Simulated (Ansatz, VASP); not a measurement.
# Two plane-wave programs on Fe

```
CELL_PARAMETERS angstrom
-1.38080 1.38080 1.38080
1.38080 -1.38080 1.38080
1.38080 1.38080 -1.38080
ATOMIC_POSITIONS crystal
Fe 0.00000 0.00000 0.00000
```

Alike in both runs: task single point; functional PBE; k mesh 16 × 16 × 16; occupations fermi-dirac, width 0.1 eV; no spin polarisation.

|  | VASP | Ansatz |
| --- | --- | --- |
| version | VASP 6.6.1 | Ansatz 0.2.0 |
| potentials or method | VASP PAW PBE potentials, release 64 (Fe) | plane waves (420 eV) with PAW, scalar-relativistic |
| plane-wave cutoff (eV) | 520 | 420 |
| valence electrons in the cell | 8 | 16 |

Ansatz gave:

```
pressure (GPa) : 0.1
```

Q: Estimate VASP's values.

A: Pressure (GPa): -0.4.

The two sets of potentials don't hold the same shells in valence.

Caveats: the run has no spin polarisation, though such a crystal can be magnetic. Spin polarisation is off, so any magnetic state and its effect on volume and gap are missing.
